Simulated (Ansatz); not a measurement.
## Eigenvalues along a path: HfC (CsCl type)

```xyz
2
Lattice="2.9015 0.0000 0.0000 0.0000 2.9015 0.0000 0.0000 0.0000 2.9015" Properties=species:S:1:pos:R:3 pbc="T T T"
Hf    0.0000    0.0000    0.0000
C     1.4507    1.4507    1.4507
```

The cell comes from a relaxation on PAW files under the same functional, begun from a prototype that needn't be the stable phase.

Level of theory: DFT with PBE, scalar-relativistic, in Ansatz 0.2.0; a Γ-centred 14×14×14 k mesh, Fermi–Dirac smearing of 0.08 eV, no spin polarisation. LAPW: all electrons, basis error target 1 meV/atom.

Spin–orbit coupling is left out, which matters for the heavy atoms.

Path points, in fractions of the reciprocal vectors: Γ (0.000, 0.000, 0.000), X (0.000, 0.500, 0.000), M (0.500, 0.500, 0.000), R (0.500, 0.500, 0.500). The distance column jumps between branches of the path. Levels in eV from the Fermi level; bands 14 to 27, counted from the lowest band of the run. The gap is zero, the pressure 0.11 GPa.

```
# k(1/Å) point b14 b15 b16 b17 b18 b19 b20 b21 b22 b23 b24 b25 b26 b27
0.000 Γ -12.76 -11.58 -11.58 -11.58 -11.56 -11.56 -11.56 -11.53 -1.90 -1.90 1.09 1.09 1.09 6.11
0.155 - -12.65 -11.58 -11.58 -11.58 -11.56 -11.56 -11.56 -11.53 -1.98 -1.85 0.95 0.95 1.03 6.14
0.309 - -12.34 -11.59 -11.58 -11.58 -11.57 -11.55 -11.55 -11.53 -2.38 -1.71 0.60 0.60 1.20 6.21
0.464 - -11.89 -11.59 -11.57 -11.57 -11.55 -11.54 -11.54 -11.53 -3.22 -1.50 0.13 0.13 1.97 6.32
0.619 - -11.69 -11.60 -11.57 -11.57 -11.54 -11.53 -11.53 -11.14 -4.29 -1.24 -0.34 -0.34 3.23 6.45
0.773 - -11.68 -11.61 -11.57 -11.57 -11.54 -11.52 -11.52 -10.44 -5.38 -0.99 -0.72 -0.72 4.76 6.56
0.928 - -11.69 -11.61 -11.57 -11.57 -11.54 -11.51 -11.51 -9.76 -6.30 -0.97 -0.97 -0.80 6.17 6.65
1.083 X -11.70 -11.61 -11.57 -11.57 -11.54 -11.50 -11.50 -9.42 -6.73 -1.06 -1.06 -0.73 6.68 6.78
1.237 - -11.69 -11.61 -11.57 -11.56 -11.55 -11.51 -11.50 -9.44 -6.59 -1.19 -0.98 -0.62 6.40 6.72
1.392 - -11.69 -11.61 -11.58 -11.56 -11.55 -11.52 -11.50 -9.52 -6.18 -1.51 -0.75 -0.32 5.72 6.54
1.547 - -11.67 -11.60 -11.59 -11.56 -11.54 -11.53 -11.50 -9.64 -5.56 -1.88 -0.38 0.03 4.92 6.39
1.701 - -11.66 -11.61 -11.59 -11.56 -11.54 -11.53 -11.50 -9.79 -4.79 -2.21 0.13 0.16 4.18 5.69
1.856 - -11.64 -11.62 -11.57 -11.57 -11.55 -11.52 -11.50 -9.94 -3.94 -2.44 -0.14 0.77 3.60 4.66
2.011 - -11.64 -11.63 -11.58 -11.56 -11.55 -11.51 -11.50 -10.05 -3.09 -2.57 -0.74 1.49 3.24 3.69
2.166 M -11.63 -11.63 -11.58 -11.55 -11.55 -11.51 -11.50 -10.09 -2.61 -2.61 -1.17 1.98 3.11 3.11
2.384 - -11.63 -11.63 -11.57 -11.56 -11.55 -11.52 -11.50 -10.02 -3.37 -2.58 -0.46 1.23 3.23 4.16
2.603 - -11.64 -11.62 -11.57 -11.57 -11.56 -11.53 -11.51 -9.98 -4.18 -2.49 0.28 0.47 3.57 5.35
2.822 - -11.63 -11.61 -11.58 -11.56 -11.55 -11.54 -11.52 -10.34 -4.20 -2.36 0.07 0.47 4.10 4.69
3.041 - -11.63 -11.59 -11.58 -11.57 -11.56 -11.54 -11.53 -11.08 -3.37 -2.22 0.06 0.14 3.25 4.75
3.259 - -11.97 -11.58 -11.58 -11.57 -11.57 -11.55 -11.55 -11.53 -2.30 -2.07 -0.13 0.38 2.11 5.41
3.478 - -12.54 -11.58 -11.58 -11.58 -11.56 -11.56 -11.55 -11.53 -1.95 -1.89 0.49 0.84 1.36 5.92
3.697 Γ -12.76 -11.58 -11.58 -11.58 -11.56 -11.56 -11.56 -11.53 -1.90 -1.90 1.09 1.09 1.09 6.11
3.965 - -12.44 -11.58 -11.58 -11.58 -11.56 -11.56 -11.56 -11.53 -1.91 -1.91 0.04 1.20 1.20 6.05
4.233 - -11.70 -11.58 -11.58 -11.57 -11.56 -11.56 -11.54 -11.47 -2.02 -2.02 -1.43 1.39 1.39 6.16
4.501 - -11.62 -11.58 -11.58 -11.57 -11.57 -11.56 -11.55 -10.54 -2.54 -2.54 -2.06 1.77 1.77 6.05
4.768 - -11.63 -11.58 -11.58 -11.57 -11.56 -11.56 -11.54 -9.70 -3.51 -3.51 -1.75 2.75 2.75 4.08
5.036 - -11.67 -11.58 -11.58 -11.58 -11.54 -11.54 -11.53 -8.96 -4.52 -4.52 -2.23 3.87 4.36 4.36
5.304 - -11.70 -11.59 -11.58 -11.58 -11.53 -11.53 -11.52 -8.01 -5.24 -5.24 -4.15 6.27 6.44 6.44
5.572 R -11.71 -11.58 -11.58 -11.58 -11.52 -11.52 -11.52 -7.13 -5.49 -5.49 -5.49 8.72 8.72 8.72
5.791 - -11.70 -11.59 -11.58 -11.58 -11.53 -11.53 -11.52 -7.81 -5.34 -5.29 -4.51 6.58 6.60 7.46
6.010 - -11.68 -11.60 -11.58 -11.58 -11.54 -11.53 -11.53 -8.65 -4.89 -4.79 -2.80 4.26 4.54 5.90
6.228 - -11.66 -11.60 -11.58 -11.57 -11.57 -11.54 -11.53 -9.22 -4.43 -4.18 -1.03 2.75 2.80 4.59
6.447 - -11.66 -11.59 -11.58 -11.57 -11.56 -11.53 -11.53 -9.49 -4.80 -3.27 0.04 1.28 2.90 4.28
6.666 - -11.68 -11.60 -11.57 -11.56 -11.56 -11.52 -11.52 -9.54 -5.69 -2.27 -0.22 0.18 4.28 5.56
6.885 - -11.69 -11.61 -11.57 -11.56 -11.55 -11.51 -11.51 -9.46 -6.45 -1.42 -0.81 -0.50 5.94 6.86
7.103 X -11.70 -11.61 -11.57 -11.57 -11.54 -11.50 -11.50 -9.42 -6.73 -1.06 -1.06 -0.73 6.68 6.78
8.635 R -11.71 -11.58 -11.58 -11.58 -11.52 -11.52 -11.52 -7.13 -5.49 -5.49 -5.49 8.72 8.72 8.72
8.789 - -11.70 -11.59 -11.59 -11.58 -11.52 -11.52 -11.52 -7.55 -5.39 -5.39 -4.95 6.79 7.94 7.94
8.944 - -11.69 -11.59 -11.59 -11.57 -11.53 -11.53 -11.52 -8.23 -5.08 -5.08 -3.90 4.68 6.90 6.90
9.099 - -11.67 -11.60 -11.60 -11.56 -11.54 -11.54 -11.52 -8.86 -4.59 -4.59 -2.67 2.74 5.87 5.87
9.253 - -11.65 -11.61 -11.61 -11.55 -11.55 -11.54 -11.52 -9.38 -3.98 -3.98 -1.34 1.11 4.89 4.89
9.408 - -11.62 -11.62 -11.62 -11.55 -11.55 -11.52 -11.51 -9.77 -3.35 -3.35 -0.13 0.02 4.02 4.02
9.563 - -11.63 -11.63 -11.59 -11.55 -11.55 -11.51 -11.50 -10.01 -2.82 -2.82 -0.90 1.30 3.37 3.37
9.717 M -11.63 -11.63 -11.58 -11.55 -11.55 -11.51 -11.50 -10.09 -2.61 -2.61 -1.17 1.98 3.11 3.11
```
